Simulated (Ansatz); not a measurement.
# PbO: the cost of one run

Method: DFT PBEsol, scalar-relativistic, plane waves, PAW, in Ansatz 0.2.0.

## 1. The starting structure

The structure is tetragonal, space group P4/nmm (No. 129). The conventional cell has a = 3.974 Å, b = 3.974 Å, c = 5.022 Å, α = 90.00°, β = 90.00°, γ = 90.00°. Pb (site symmetry 4mm) has 4 O at 2.31 Å as nearest neighbours. O (site symmetry -4m2) has 4 Pb at 2.31 Å as nearest neighbours.

Structure file:

```cif
data_structure
_symmetry_space_group_name_H-M 'P4/nmm:1'
_symmetry_Int_Tables_number 129
_cell_length_a 3.9744
_cell_length_b 3.9744
_cell_length_c 5.0220
_cell_angle_alpha 90.000
_cell_angle_beta 90.000
_cell_angle_gamma 90.000
_cell_volume 79.33
loop_
_atom_site_label
_atom_site_type_symbol
_atom_site_symmetry_multiplicity
_atom_site_Wyckoff_symbol
_atom_site_fract_x
_atom_site_fract_y
_atom_site_fract_z
_atom_site_occupancy
Pb1 Pb 2 c 0.00000 0.50000 0.23510 1
O1 O 2 a 0.00000 0.00000 0.00000 1
```

Source of the structure: the Crystallography Open Database.

(A quick probe on a coarse mesh, which set the mesh and smearing, is not shown.)

## 3. The relaxation

The input, input.yaml:

```yaml
crystal:
  lattice:
    - [3.9744, 0.0, 0.0]
    - [0.0, 3.9744, 0.0]
    - [0.0, 0.0, 5.022]
  atoms:
    - { symbol: Pb, position: [0.0, 0.5, 0.2351] }
    - { symbol: Pb, position: [0.5, 0.0, 0.7649] }
    - { symbol: O, position: [0.0, 0.0, 0.0] }
    - { symbol: O, position: [0.5, 0.5, 0.0] }
basis:
  ecutwfc: 420
kpoints:
  mp_grid: { grid: [8, 8, 6] }
hamiltonian:
  xc: pbesol
scf:
  occupations: { method: gaussian, width: 0.02 }
output:
  forces: true
  stress: true
  eigenvalues: true
relax:
  adjacent_minimum: "off"
  f_tol: 0.005
  max_steps: 80
  cell: { stress_tol: 0.05 }
```

**Question.** How long does this run take on 1 thread of an Arm CPU, shared host, and how much memory does it need?

About 52 s, with a peak of 0.38 GiB.
